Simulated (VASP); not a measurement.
# Lattice of AlN, functional by functional, part 3 of 3

Aim: relax AlN at several levels of theory and compare the cells. The starting structure is a measured crystal structure from the Crystallography Open Database. The first relaxation on each setting starts from this cell expanded by 3 % in volume.

VASP 6.6.1.

Results so far: PBEsol 10.46 Å³ an atom; LDA 10.24 Å³ an atom; PBE 10.63 Å³ an atom; PBEsol + D3(BJ) 10.28 Å³ an atom; r2SCAN 10.39 Å³ an atom; r2SCAN + rVV10 10.35 Å³ an atom.

### Step 8. Relaxation with vdW-DF-cx (continued)

Level of this step: vdW-DF-cx; plane waves and PAW (Al, N) (VASP).

OUTCAR, selected parts (step 8):

```text
  Total       -0.0102711     -0.0102711     -0.0040269      0.0000000      0.0000000      0.0000000
  in kB       -0.3907052     -0.3907052     -0.1531810      0.0000000      0.0000000      0.0000000
  external PRESSURE =      -0.3115304 kB  Pullay stress =       0.0000000 kB

 POSITION                                       TOTAL-FORCE (eV/Angst)
 -----------------------------------------------------------------------------------
      1.55990      0.90061      2.50653        -0.000000      0.000000     -0.002987
     -0.00000      1.80122      0.00810         0.000000     -0.000000     -0.002987
      1.55990      0.90061      4.41411         0.000000     -0.000000      0.002987
     -0.00000      1.80122      1.91569        -0.000000      0.000000      0.002987
 -----------------------------------------------------------------------------------
    total drift:                               -0.000000      0.000000      0.000609

  FREE ENERGIE OF THE ION-ELECTRON SYSTEM (eV)
  ---------------------------------------------------
  free  energy   TOTEN  =       -25.2641508300 eV

  energy  without entropy=      -25.2641508300  energy(sigma->0) =      -25.26415083

[... 2 parts as in an earlier step ...]

[... 2 further parts left out ...]
[key lines of the parts left out:]
E-fermi :   6.1524
```

With vdW-DF-cx the relaxed cell holds 10.530 Å³ an atom, +0.95 % against the measured cell, with a = 3.120 Å and c = 4.997 Å. That is +0.69 % from PBEsol. Pressures at 0.985 and 1.015 times this volume, from two more relaxations that aren't shown, give a bulk modulus of 200.3 GPa.

### Step 9. Relaxation with PBEsol + D4

D4 lets the coefficients depend on atomic charges too. This run starts from the cell of an earlier relaxation, which isn't shown; the restart sets up the plane waves anew.

Input file INCAR:

```
SYSTEM = AlN
PREC = Accurate
ENCUT = 520
EDIFF = 1E-06
NELM = 100
ISMEAR = 0
SIGMA = 0.03
LREAL = .FALSE.
ALGO = Normal
GGA = PS
IVDW = 13
NBANDS = 14
LORBIT = 11
LWAVE = .FALSE.
LCHARG = .FALSE.
KPAR = 8
IBRION = 2
NSW = 50
ISIF = 3
EDIFFG = -0.006
```

Input file POSCAR:

```
AlN
1.0
    3.1012760164      0.0000000000      0.0000000000
   -1.5506380083      2.6857838144      0.0000000000
    0.0000000000      0.0000000000      4.9585426493
Al N
2 2
Direct
    0.6666666667      0.3333333333      0.5013259667
    0.3333333333      0.6666666667      0.0013259667
    0.6666666667      0.3333333333      0.8836740333
    0.3333333333      0.6666666667      0.3836740333
```

Input file KPOINTS:

```
Automatic mesh
0
Gamma
9 9 4
0 0 0
```

PAW data sets: Al and N (PBE family, release 64).

Launch:

```bash
$ mpirun -np 8 vasp_std
```

What it wrote:

```text
[... set-up lines as in an earlier step ...]
 entering main loop
       N       E                     dE             d eps       ncg     rms          rms(c)
DAV:   1     0.430257736962E+02    0.43026E+02   -0.73774E+03  1008   0.101E+03
DAV:   2    -0.321009651702E+02   -0.75127E+02   -0.69364E+02  1372   0.204E+02
DAV:   3    -0.357797521351E+02   -0.36788E+01   -0.36642E+01  1362   0.475E+01
DAV:   4    -0.358047123952E+02   -0.24960E-01   -0.24957E-01  1128   0.445E+00
[...]
DAV:  11    -0.313076505035E+02    0.85251E-04   -0.17243E-04  1314   0.101E-01    0.341E-02
DAV:  12    -0.313076491144E+02    0.13891E-05   -0.65406E-06  1254   0.232E-02    0.513E-03
DAV:  13    -0.313076486444E+02    0.47000E-06   -0.32547E-06  1230   0.135E-02
   1 F= -.32011627E+02 E0= -.32011627E+02  d E =-.320116E+02
[...]
reached required accuracy - stopping structural energy minimisation
```

Elapsed: 4.2 s, on 8 MPI ranks of Intel Xeon 6975P-C (Granite Rapids), shared host; peak memory 1.3 GiB; 23 s of CPU time.

From OUTCAR (step 9):

```text
  Edisp (eV):   -0.70398

  Total       0.01057     0.01057    -0.00150    -0.00000     0.00000     0.00000
  in kB       0.41001     0.41001    -0.05836    -0.00000     0.00000     0.00000
  external pressure =        0.25 kB  Pullay stress =        0.00 kB

 POSITION                                       TOTAL-FORCE (eV/Angst)
 -----------------------------------------------------------------------------------
      1.55064      0.89526      2.48585         0.000000      0.000000      0.004450
     -0.00000      1.79052      0.00657        -0.000000      0.000000      0.004450
      1.55064      0.89526      4.38174        -0.000000      0.000000     -0.004450
     -0.00000      1.79052      1.90246         0.000000     -0.000000     -0.004450
 -----------------------------------------------------------------------------------
    total drift:                               -0.000000      0.000000     -0.000379

  FREE ENERGIE OF THE ION-ELECTRON SYSTEM (eV)
  ---------------------------------------------------
  free  energy   TOTEN  =       -32.0116267319 eV

  energy  without entropy=      -32.0116267319  energy(sigma->0) =      -32.01162673

[... 2 parts as in an earlier step ...]

[... 2 further parts left out ...]
[key lines of the parts left out:]
E-fermi :   6.3813
```

With PBEsol + D4 the relaxed cell holds 10.325 Å³ an atom, -1.01 % against the measured cell, with a = 3.101 Å and c = 4.959 Å. That is -1.27 % from PBEsol. Pressures at 0.985 and 1.015 times this volume, from two more relaxations that aren't shown, give a bulk modulus of 206.9 GPa.

### Step 10. Comparison

```csv
level,volume (Å³/atom),against the measured cell (%),a (Å),c (Å),bulk modulus (GPa),pressure left (GPa),core minutes
PBEsol,10.458,0.26,3.1134,4.9832,202.3,0.06,1.68
LDA,10.24,-1.83,3.0915,4.9489,211.7,-0.01,1.31
PBE,10.631,1.92,3.1286,5.0164,194.8,-0.01,1.2
PBEsol + D3(BJ),10.28,-1.45,3.0973,4.9495,209.2,0.01,1.73
r2SCAN,10.386,-0.44,3.1051,4.9753,212.2,-0.04,6.16
r2SCAN + rVV10,10.352,-0.76,3.102,4.969,213.6,-0.04,25.9
vdW-DF-cx,10.53,0.95,3.1198,4.9969,200.3,-0.03,23.1
PBEsol + D4,10.325,-1.01,3.1013,4.9585,206.9,0.03,3.04
```

Core minutes are wall time times ranks, summed over the relaxations behind a row (those for a bulk modulus apart), on shared hosts.

### Step 11. Outcome

```
volume, PBEsol          : 10.46 Å³/atom
volume, LDA             : 10.24 Å³/atom
volume, PBE             : 10.63 Å³/atom
volume, PBEsol + D3(BJ) : 10.28 Å³/atom
volume, r2SCAN          : 10.39 Å³/atom
volume, r2SCAN + rVV10  : 10.35 Å³/atom
volume, vdW-DF-cx       : 10.53 Å³/atom
volume, PBEsol + D4     : 10.33 Å³/atom
```

In words: Across 8 levels the volume of AlN spans 3.8 %, from 10.24 Å³ an atom (LDA) to 10.63 Å³ (PBE). Against the measured volume of the starting structure, PBEsol comes nearest (+0.3 %) and PBE lies farthest (+1.9 %). The measured cell holds zero-point expansion and, unless it was taken cold, thermal expansion, which the runs lack, so small differences decide nothing. Adding D3(BJ) to PBEsol changes the volume by -1.7 %. Adding rVV10 to r2SCAN changes the volume by -0.3 %. Adding D4 to PBEsol changes the volume by -1.3 %. The bulk modulus goes from 194.8 GPa (PBE) to 213.6 GPa (r2SCAN + rVV10). LASPH is on in some of these runs and off in others, which adds a little to the differences. All runs keep the symmetry of the start, so they can't find a distortion of lower symmetry. Further runs on this material are not shown.

[Lines on the potential files, build, host, timing and source positions are cut from VASP's logs without a mark.]

[Logs are printed without paths, hosts, clocks, repeated set-up lines and the standing remarks that a program may print on its own settings, such as how far it seeks lower states.]

[Hosts, paths, dates, database ids (printed as entryN), source tags and the programs' standing remarks are cut or masked in the printed files.]
